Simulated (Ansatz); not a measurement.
Input and output for Ta (omega type): DFT, PBE, norm-conserving pseudopotentials, Ansatz's default files, scalar-relativistic (Ansatz 0.2.0). This run: the series' base cell.

The cell comes from a relaxation on PAW files under the same functional, begun from a prototype that needn't be the stable phase.

Command: `ansatz run input.yaml --threads 1 --pin off --max-ram 3072MiB --backend cpu --events-out ev --progress --plain --runs-dir out` It took 26 s on 1 thread of Arm Neoverse V2 (shared host), peak memory 0.63 GiB.

```yaml
crystal:
  lattice:
    - [4.8634078299, 0.0, 0.0]
    - [-2.4317039149, 4.2118347297, 0.0]
    - [0.0, 0.0, 2.7303794766]
  atoms:
    - { symbol: Ta, position: [0.0, 0.0, 0.0] }
    - { symbol: Ta, position: [0.3333333333, 0.6666666667, 0.5] }
    - { symbol: Ta, position: [0.6666666667, 0.3333333333, 0.5] }
kpoints:
  mp_grid: { grid: [9, 9, 12] }
scf:
  occupations: { method: fermi_dirac, width: 0.05 }
hamiltonian:
  xc: pbe
  pseudopotentials: { kind: nc }
output:
  forces: true
  stress: true
  eigenvalues: true
```

Output:

```
Engine: ansatz 0.2.0
Pseudopotentials: kind: nc
Pseudopotential: Ta, nc, valence charge 27, recommended cutoff 1000 eV (normal), Ta.nc.azcp
Functional definition: PBE
  parameter kappa = 0.804
  parameter beta = 0.06672455060314922
  exchange = pbe_x(kappa = kappa, mu = beta*pi^2/3)
  correlation = pbe_c(beta = beta)
Crystal: 3 atoms, lattice volume = 55.929 Å³
Basis set: ecut = 1000 eV, 4011 PW (Γ), exchange–correlation on 108×108×60 points (8 copies of the dense FFT grid, shifted against one another)
Bands: 49, of which v1, the nominal top of the filled ones, is band 41 counted from 1 (40 counted from 0)
Symmetry: 24 space group operations
Space group: P6/mmm (ITA 191), of the structure as read, at distance tolerance 3.8e-5 Å
k-points: 84 of 972
Non-local potential: Ta, projectors of the file, l = 0: 2, l = 1: 2, l = 2: 2, l = 3: 2
Initial density: superposition of atomic densities (chi_scale 0.1, normalization cell)
Initial wavefunctions: pseudopotential atomic-orbital guess
Functional: x = pbe(κ = 0.804, μ = 0.2195149727645171), c = pbe(β = 0.06672455060314922)
SCF iter   1: F=—  HF=-24200.633017 eV  |F-HF|=—  |Δ(HF+E_count)|=         —  Δρ=4.77e-2  dr2=1.29e0  ethr=3.10e-3  ⟨swp⟩=4.7  Hψ=12236  notcnv=0
preconditioner: auto → Kerker (q_TF=auto, 2.902 Å⁻¹)  [metal: Δε(μ)=0.039 eV  Ē_g=22.027 eV  σ=0.050 eV  W_gap=0.19  n_scr=26 (ndim 8)  ℏωp=43.0 eV  f_vac=0.000  D(μ)=3.86/eV (n_scr^D=44)]
SCF iter   2: F=—  HF=-24200.346837 eV  |F-HF|=—  |Δ(HF+E_count)|=   2.86e-1  Δρ=2.94e-2  dr2=4.78e-1  ethr=1.60e-3  ⟨swp⟩=2.0  Hψ=5316  notcnv=0  defer=146
SCF iter   3: F=—  HF=-24200.197750 eV  |F-HF|=—  |Δ(HF+E_count)|=   1.49e-1  Δρ=4.28e-3  dr2=5.19e-3  ethr=5.90e-4  ⟨swp⟩=2.5  Hψ=7670  notcnv=0  defer=146
SCF iter   4: F=—  HF=-24200.196990 eV  |F-HF|=—  |Δ(HF+E_count)|=   7.60e-4  Δρ=6.61e-4  dr2=9.62e-5  ethr=6.41e-6  ⟨swp⟩=2.0  Hψ=7374  notcnv=0  defer=146
SCF iter   5: F=—  HF=-24200.196807 eV  |F-HF|=—  |Δ(HF+E_count)|=   1.83e-4  Δρ=1.53e-4  dr2=1.45e-5  ethr=1.19e-7  ⟨swp⟩=2.0  Hψ=6972  notcnv=0  defer=146
SCF iter   6: F=—  HF=-24200.196807 eV  |F-HF|=—  |Δ(HF+E_count)|=   1.78e-7  Δρ=4.28e-5  dr2=1.15e-6  ethr=1.79e-8  ⟨swp⟩=2.0  Hψ=5245  notcnv=0  defer=146
SCF iter   7: F=-24200.196807 eV  HF=-24200.196807 eV  |F-HF|=5.91e-9  |Δ(HF+E_count)|=   2.66e-8  Δρ=9.48e-6  dr2=2.64e-8  ethr=1.23e-10  ⟨swp⟩=10.2  Hψ=17322  notcnv=0
SCF 1 converged in 7 iterations: F = -24200.196807 eV  dr2 = 2.64e-8
SCF converged after 7 iterations
Free energy (F): -24200.196807 eV
Harris-Foulkes:  -24200.196807 eV  (|F-HF|=5.91e-9)
Internal energy: -24200.164413 eV  (E = F + TS)
E sigma→0 (E₀):  -24200.180610 eV
Entropy (-TS):   -0.032394 eV (-10.798 meV/atom)
Fermi energy:    26.041578 eV
--- Per-component energies (eV) ---
  E_band       = 252.938935
  E_kinetic    = 10664.865320
  E_local      = -14259.323876  (includes V_loc(G=0)·N_el)
  E_nonlocal   = -4968.871980
  E_hartree    = 5497.752148
  E_xc         = -4018.972990
  E_vxc        = -2179.236085  (∫ρ·V_xc dr)
  E_ewald      = -17115.613035
  E_smearing   = -0.032394  (= −TS)
  E_closure    = 0.000000  (closes the sum)
  Σ components = -24200.196807   (vs F -24200.196807, Δ=0.00e0)
--- Forces (eV/Å), atoms counted from 1 ---
  atom   1  Ta     0.00000000    -0.00000000     0.00000000
  atom   2  Ta     0.00000000     0.00000000     0.00000000
  atom   3  Ta    -0.00000000    -0.00000000     0.00000000
  max |Σ_I F_I| component: 2.52e-29 eV/Å
--- Stress (GPa, compression-positive) ---
        0.018610       0.000000       0.000000
        0.000000       0.018610       0.000000
        0.000000       0.000000      -0.087187
  P = ⅓ Tr σ = -0.0167 GPa (-0.167 kbar)
--- Band table (eV; the first three rows and the last of 84) ---
  k-point 0: bands = ["-41.4447", "-41.3685", "-41.3272", "-8.2626", "-8.2626", "-8.0693", "-8.0693", "-7.4726", "-7.4726", "-7.3727", "-7.1922", "-7.1876", "6.7584", "6.7595", "6.7842", "6.7961", "6.7961", "6.8034", "6.8126", "6.8126", "6.8216", "6.8216", "6.8281", "6.8281", "6.8296", "6.8296", "6.8502", "6.8513", "6.8525", "6.8525", "6.8922", "6.9204", "6.9353", "18.0065", "22.4599", "23.9826", "24.6163", "24.6163", "24.6250", "24.6250", "25.3780", "27.0473", "27.0473", "29.3157", "29.3157", "29.3656", "29.3656", "32.5300", "32.5300"]
  k-point 1: bands = ["-41.4378", "-41.3636", "-41.3214", "-8.2522", "-8.2522", "-8.0530", "-8.0530", "-7.4717", "-7.4717", "-7.4561", "-7.2766", "-7.2742", "6.7590", "6.7598", "6.7843", "6.7952", "6.7952", "6.8031", "6.8156", "6.8156", "6.8204", "6.8204", "6.8290", "6.8290", "6.8314", "6.8314", "6.8502", "6.8512", "6.8554", "6.8554", "6.8860", "6.9138", "6.9289", "18.2294", "22.7808", "24.3928", "24.4864", "24.4864", "24.5469", "24.5469", "25.6765", "27.0408", "27.0408", "29.0758", "29.0758", "29.2807", "29.2807", "32.2016", "32.2016"]
  k-point 2: bands = ["-41.4187", "-41.3506", "-41.3057", "-8.2239", "-8.2239", "-8.0072", "-8.0072", "-7.6796", "-7.5147", "-7.4941", "-7.4706", "-7.4706", "6.7605", "6.7607", "6.7848", "6.7928", "6.7928", "6.8023", "6.8174", "6.8174", "6.8220", "6.8220", "6.8292", "6.8292", "6.8405", "6.8405", "6.8504", "6.8509", "6.8632", "6.8632", "6.8701", "6.8965", "6.9126", "18.8535", "23.6354", "24.0979", "24.0979", "24.3138", "24.3138", "25.5844", "26.5726", "27.0484", "27.0484", "28.3692", "28.3692", "29.3104", "29.3104", "31.6303", "31.6303"]
  k-point 83: bands = ["-41.3021", "-41.2874", "-41.2874", "-8.5517", "-8.4712", "-8.4712", "-8.0480", "-7.8095", "-7.8095", "-7.7434", "-7.7434", "-7.4211", "6.7603", "6.7629", "6.7783", "6.7783", "6.8004", "6.8082", "6.8082", "6.8185", "6.8185", "6.8189", "6.8260", "6.8260", "6.8294", "6.8480", "6.8480", "6.8647", "6.8647", "6.8765", "6.8898", "6.8898", "6.8990", "21.6607", "23.2219", "23.2219", "23.9857", "23.9857", "24.6609", "26.0759", "26.0759", "26.9331", "26.9331", "27.6971", "29.4752", "30.3577", "31.7784", "32.7419", "32.7419"]
```

Next run (volume at 0.45 of the series' base cell), as changes to the input before:

```diff
   lattice:
-    - [4.8634078299, 0.0, 0.0]
-    - [-2.4317039149, 4.2118347297, 0.0]
-    - [0.0, 0.0, 2.7303794766]
+    - [3.6760352158, 0.0, 0.0]
+    - [-1.8380176079, 3.183539882, 0.0]
+    - [0.0, 0.0, 2.1505897795]
   atoms:
```

Command: `ansatz run input.yaml --threads 1 --pin off --max-ram 3072MiB --backend cpu --events-out ev --progress --plain --runs-dir out` It took 15 s on 1 thread of Arm Neoverse V2, with other jobs on the host, peak memory 0.4 GiB.

Results part of the output:

```
SCF 1 converged in 7 iterations: F = -24166.829471 eV  dr2 = 4.92e-8
SCF converged after 7 iterations
Free energy (F): -24166.829471 eV
Harris-Foulkes:  -24166.829471 eV  (|F-HF|=1.10e-8)
Internal energy: -24166.820034 eV  (E = F + TS)
E sigma→0 (E₀):  -24166.824753 eV
Entropy (-TS):   -0.009437 eV (-3.146 meV/atom)
Fermi energy:    60.232691 eV
--- Per-component energies (eV) ---
  E_band       = 2930.716758
  E_kinetic    = 10778.812065
  E_local      = -6569.613196  (includes V_loc(G=0)·N_el)
  E_nonlocal   = -4893.372379
  E_hartree    = 2938.945454
  E_xc         = -4074.533464
  E_vxc        = -2262.998246  (∫ρ·V_xc dr)
  E_ewald      = -22347.058514
  E_smearing   = -0.009437  (= −TS)
  E_closure    = -0.000000  (closes the sum)
  Σ components = -24166.829471   (vs F -24166.829471, Δ=0.00e0)
--- Forces (eV/Å), atoms counted from 1 ---
  atom   1  Ta     0.00000000    -0.00000000     0.00000000
  atom   2  Ta     0.00000000    -0.00000000     0.00000000
  atom   3  Ta     0.00000000     0.00000000    -0.00000000
  max |Σ_I F_I| component: 2.22e-16 eV/Å
--- Stress (GPa, compression-positive) ---
      678.670498       0.000000       0.000000
        0.000000     678.670498       0.000000
        0.000000       0.000000     678.510377
  P = ⅓ Tr σ = 678.6171 GPa (6786.171 kbar)
--- Band table (eV; the first three rows and the last of 84) ---
  k-point 0: bands = ["-10.0381", "-7.6652", "-7.6520", "21.2022", "21.2022", "22.5169", "22.5169", "27.0868", "28.6950", "28.6950", "29.2911", "29.4090", "40.0230", "40.0438", "40.1903", "40.1903", "40.3904", "40.3904", "40.5926", "40.5926", "40.6624", "40.6747", "40.6747", "40.7602", "40.7609", "40.8147", "40.8147", "40.9465", "41.0836", "41.0836", "41.2136", "41.2240", "41.2314", "50.0194", "51.0795", "56.7384", "57.4785", "58.8714", "58.8714", "59.6673", "59.6673", "60.3057", "60.3057", "63.5820", "63.5820", "63.7474", "63.7474", "74.8896", "74.8896"]
  k-point 1: bands = ["-9.9498", "-7.6138", "-7.5839", "21.2840", "21.2840", "22.6476", "22.6476", "26.4412", "28.6679", "28.6679", "28.6991", "28.7127", "40.0289", "40.0518", "40.2111", "40.2111", "40.4059", "40.4059", "40.5821", "40.5821", "40.6633", "40.6668", "40.6697", "40.6697", "40.7605", "40.8372", "40.8372", "40.8821", "41.0765", "41.0765", "41.1544", "41.2167", "41.2298", "51.1803", "51.6064", "57.5511", "57.5511", "57.9150", "58.4245", "58.9067", "58.9067", "60.4055", "60.4055", "63.5992", "63.5992", "64.4091", "64.4091", "73.8317", "73.8317"]
  k-point 2: bands = ["-9.6996", "-7.4745", "-7.3939", "21.5130", "21.5130", "23.0291", "23.0291", "24.8752", "26.9944", "27.2166", "28.5678", "28.5678", "40.0452", "40.0665", "40.2721", "40.2721", "40.4529", "40.4529", "40.4793", "40.5543", "40.5543", "40.6645", "40.6645", "40.6734", "40.7552", "40.7616", "40.8949", "40.8949", "41.0082", "41.0578", "41.0578", "41.2228", "41.2253", "52.7709", "54.1150", "55.0033", "55.0033", "57.1358", "57.1358", "60.8009", "60.8009", "61.0866", "61.2231", "63.0949", "63.0949", "65.6902", "65.6902", "72.2157", "72.2157"]
  k-point 83: bands = ["-7.5565", "-7.5565", "-6.9579", "19.5078", "20.6760", "20.6760", "23.8489", "24.8655", "24.8655", "26.2880", "26.2880", "28.5768", "40.1748", "40.1748", "40.2212", "40.3352", "40.3352", "40.3928", "40.3928", "40.5923", "40.5923", "40.6233", "40.6545", "40.7083", "40.7873", "40.7873", "40.8875", "40.9702", "40.9702", "41.1521", "41.1521", "41.2097", "41.2205", "48.2868", "53.7705", "53.7705", "54.5959", "54.5959", "55.0303", "58.3110", "58.3110", "60.5503", "60.5503", "61.4667", "67.2175", "73.2297", "74.8653", "76.1801", "76.1801"]
```

Spin–orbit coupling is left out, which matters for the heavy atoms. The norm-conserving files are those that the library serves for this functional.
